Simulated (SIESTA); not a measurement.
The system is MgS.

```
S Mg
1.0
     4.03462    0.00000    0.00000
    -2.01731    3.49409    0.00000
     0.00000    0.00000    6.43229
S Mg
2 2
Cartesian
  2.0173 1.1647 5.6556
  0.0000 2.3294 2.4394
  0.0000 2.3294 6.4050
  2.0173 1.1647 3.1888
```

The cell comes from a database or a generator and needn't be the stable form of this composition.

* Program: SIESTA 5.4.2
* Task: single point
* Functional: PBE
* Potentials or basis: PseudoDojo 0.4 standard (PBE files)
* Basis: DZP (energy shift 0.003 Ry; two zetas on semicore shells)
* Grid cutoff: 800 Ry
* Energy shift: 0.003 Ry
* k mesh: 8 × 8 × 4
* Occupations: fermi-dirac, width 0.05 eV
* Spin: no spin polarisation

On this cell: pressure 2.8 GPa; largest force 0.043 eV/Å; band gap on the k mesh 3.38 eV, direct.

The same run follows on a disturbed copy (atoms moved at random, drawn with an rms of 0.05 Å):

```
S Mg
1.0
     4.03462    0.00000    0.00000
    -2.01731    3.49409    0.00000
     0.00000    0.00000    6.43229
S Mg
2 2
Direct
  0.66170 0.33747 0.87235
  0.33641 0.66494 0.37150
  0.33406 0.66863 0.99751
  0.66446 0.32535 0.50085
```

Q: What changes?

A: The energy moves by +7.0 meV/atom; pressure 3.0 GPa; largest force 0.509 eV/Å; band gap on the k mesh 3.46 eV, direct.

Forces on the atoms (eV/Å):
```
S    0.172 -0.058  0.383
S   -0.056 -0.114  0.383
Mg  -0.157  0.045 -0.270
Mg   0.041  0.126 -0.491
```

Stress tensor (GPa, compression positive):
```
 1.96 -0.43 -0.16
-0.43  2.12  0.24
-0.16  0.24  4.88
```

Caveats: the basis of atomic orbitals isn't converged, which shifts pressures, moduli and gaps.

